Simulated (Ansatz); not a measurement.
Crystal: HfO2.

```
CELL_PARAMETERS angstrom
5.21946 0.00000 0.00000
0.00000 5.00476 0.00000
0.00000 0.00000 5.03269
ATOMIC_POSITIONS crystal
Hf 0.96699 0.73252 0.74144
Hf 0.53301 0.73252 0.24144
Hf 0.46699 0.26748 0.74144
Hf 0.03301 0.26748 0.24144
O 0.63213 0.92865 0.87927
O 0.86787 0.92865 0.37927
O 0.23395 0.53988 0.49229
O 0.26605 0.53988 0.99229
O 0.76605 0.46012 0.99229
O 0.73395 0.46012 0.49229
O 0.13213 0.07135 0.87927
O 0.36787 0.07135 0.37927
```

Measurements of this composition are mostly on another form, of space group No. 14.

```yaml
Program: Ansatz 0.2.0
Task: relaxation of cell and atoms
Functional: PBEsol
Potentials_or_basis: Ansatz PAW
Cutoff: "420 eV (not typed: the program's choice for these potentials)"
k_mesh: 4 × 5 × 4
Occupations: fermi-dirac, width 0.05 eV
Spin: no spin polarisation
Hubbard_terms: Hf d U = 4 eV
```

At the start: volume 10.96 Å³/atom.

Task: Where does the relaxation end?

Result: It ends after 9 steps and the volume is 11.30 Å³/atom (+3.2 %); space group Pca2_1 (No. 29, to 0.05 Å).

The path:
```tsv
step	energy change (eV)	largest force (eV/Å)	volume (Å³)
1	0.0000	0.1992	131.46
2	-0.0653	0.1411	136.12
3	-0.0746	0.1140	135.48
4	-0.0775	0.0614	135.29
5	-0.0779	0.0191	135.48
6	-0.0782	0.0066	135.45
7	-0.1031	0.0053	135.45
8	-0.1024	0.0007	135.63
9	-0.1034	0.0008	135.63
```

Final structure:
```cif
data_structure
_symmetry_space_group_name_H-M 'P 1'
_symmetry_Int_Tables_number 1
_cell_length_a 5.2600
_cell_length_b 5.0672
_cell_length_c 5.0886
_cell_angle_alpha 90.000
_cell_angle_beta 90.000
_cell_angle_gamma 90.000
_cell_volume 135.63
loop_
_atom_site_label
_atom_site_type_symbol
_atom_site_fract_x
_atom_site_fract_y
_atom_site_fract_z
_atom_site_occupancy
Hf1 Hf 0.96754 0.73342 0.73878 1
Hf2 Hf 0.53246 0.73342 0.23878 1
Hf3 Hf 0.46754 0.26658 0.73878 1
Hf4 Hf 0.03246 0.26658 0.23878 1
O1 O 0.63590 0.93062 0.88366 1
O2 O 0.86410 0.93062 0.38366 1
O3 O 0.23487 0.53773 0.49056 1
O4 O 0.26513 0.53773 0.99056 1
O5 O 0.76513 0.46227 0.99056 1
O6 O 0.73487 0.46227 0.49056 1
O7 O 0.13590 0.06938 0.88366 1
O8 O 0.36410 0.06938 0.38366 1
```

Caveat: the plane-wave basis is chosen anew once the cell has moved, so the energies of steps on either side of that aren't comparable; the pressure holds a Pulay correction of +0.9 GPa for the finite cutoff; the PAW data sets come from PBE, with cores solved anew for the run's functional, which leaves a small shift of forces and pressure.
